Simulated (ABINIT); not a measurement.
A run of ABINIT 10.8.3 (patched build):

The input run.abi:

```
# Datasets
ndtset 2

# Pseudopotentials
pp_dirpath "./"
pseudos "Al.upf, N.upf"

# Structure
acell 3*1.0 Angstrom
rprim
     0.0000000000     2.1839935596     2.1839935596
     2.1839935596     0.0000000000     2.1839935596
     2.1839935596     2.1839935596     0.0000000000
ntypat 2
znucl 13 7
natom 2
typat 1 2
xred
            0.0            0.0            0.0
            1/4            1/4            1/4

# Plane-wave basis
ecut 36.0

# k points
ngkpt 4 4 4
nshiftk 4
shiftk
     0.5000000000     0.5000000000     0.5000000000
     0.5000000000     0.0000000000     0.0000000000
     0.0000000000     0.5000000000     0.0000000000
     0.0000000000     0.0000000000     0.5000000000

# Exchange and correlation
ixc 11

# Bands and occupations
nband 4
occopt 1

# SCF cycle
nstep 80
diemac 6.0

# Output
prteig 0
prtebands 0
prtwf 0
prtden 0
prtpot 0

# Dataset 1: ground state
kptopt1 1
tolvrs1 1.0e-15
prtwf1 1

# Dataset 2: atomic displacements at q = 0.5 0.5 0.5
rfphon2 1
rfatpol2 1 2
rfdir2 1 1 1
getwfk2 1
kptopt2 3
nqpt2 1
qpt2 1/2 1/2 1/2
tolvrs2 1.0e-8
```

Potentials or basis: PseudoDojo NC SR PBE v0.4 stringent.

The run is started by

```sh
$ abinit run.abi > log 2>&1
```

Hardware: 1 thread of Intel(R) Xeon(R) 6975P-C (Granite Rapids) (shared host).

Q: How long does it take, and how much memory?

A: Wall time 32 s on 1 thread of Intel(R) Xeon(R) 6975P-C (Granite Rapids), on a shared host, peak memory 0.12 GiB. Counts: scf iterations 32, mpi ranks 1, k points 10, bands 4, plane waves 1456.
